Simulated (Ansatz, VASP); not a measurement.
## Cu in VASP and in Ansatz

```
Cu
1.0
    -1.44279    1.44279    1.37608
     1.44279   -1.44279    1.37608
     1.44279    1.44279   -1.37608
Cu
1
Direct
  0.00000 0.00000 0.00000
```

This isn't the form of Cu at room conditions, which is fcc.

Alike in both runs: task relaxation of cell and atoms; functional revPBE; dispersion D4; k mesh 13 × 13 × 13; occupations fermi-dirac, width 0.05 eV; no spin polarisation.

|  | VASP | Ansatz |
| --- | --- | --- |
| version | VASP 6.6.1 | Ansatz 0.2.0 |
| potentials or method | VASP PAW PBE potentials, release 64 (Cu) | Ansatz PAW |
| plane-wave cutoff (eV) | 600 | 420 |
| valence electrons in the cell | 11 | 19 |

VASP gave:

- gap on the k mesh at the Fermi level, each at its own relaxed structure (eV): none
- relaxed volume (Å³/atom): 11.32
- relaxed cell length with the largest relative difference (Å): 2.451
- energy change over the relaxation (meV/atom): -1

**Question.** What did Ansatz give for the same quantities?

**Answer.** gap on the k mesh at the Fermi level, each at its own relaxed structure (eV): none; relaxed volume (Å³/atom): 11.27; relaxed cell length with the largest relative difference (Å): 2.447; energy change over the relaxation (meV/atom): -2.

A gap of «none» marks a metal or a gap that the smearing closes. The two sets of potentials don't hold the same shells in valence.

Caveats: pairwise dispersion overbinds metals, which lowers pressure and volume; the PAW data sets were made with another functional, which shifts forces and pressure a little (VASP); the plane-wave basis is chosen anew once the cell has moved, so the energies of steps on either side of that aren't comparable (Ansatz); the PAW data sets come from PBE, with cores solved anew for the run's functional, which leaves a small shift of forces and pressure (Ansatz).
